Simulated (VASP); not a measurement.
Input of a VASP 6.6.1 run:

File INCAR:

```
ALGO = Normal
EDIFF = 1E-7
EDIFFG = -0.01
ENCUT = 600
IBRION = 2
ISIF = 4
ISMEAR = 0
LASPH = True
LCHARG = False
LREAL = False
LWAVE = False
NELM = 80
NSW = 40
PREC = Accurate
SIGMA = 0.03
```

File KPOINTS:

```
k-points
0
Gamma
  12 12 6
```

The input POSCAR:

```
Si                                      
1.0
    2.6820142389      0.0000000000      0.0000000000
   -1.3410071194      2.3226924642      0.0000000000
    0.0000000000      0.0000000000      4.5124067889
  Si            
     2
Direct
     0.3333333300000021    0.6666666699999979    0.2500000000000000
     0.6666666699999979    0.3333333300000021    0.7500000000000000
```

Potentials or basis: VASP PAW LDA potentials, release 64 (Si).

Run with:

```bash
$ cat potpaw_LDA.64/Si/POTCAR > POTCAR
$ mpirun -np 1 vasp_std > vasp.out
```

Q: Predict the band gap on the k mesh.

A: None (metal or under the smearing width).

Final structure:
```yaml
crystal:
  lattice:
    - [2.68201, 0.00000, 0.00000]
    - [-1.34101, 2.32269, 0.00000]
    - [0.00000, 0.00000, 4.51241]
  atoms:
    - { symbol: Si, position: [0.33333, 0.66667, 0.25000] }
    - { symbol: Si, position: [0.66667, 0.33333, 0.75000] }
```

Caveat: the relaxation stopped at its first step, so nothing moved.
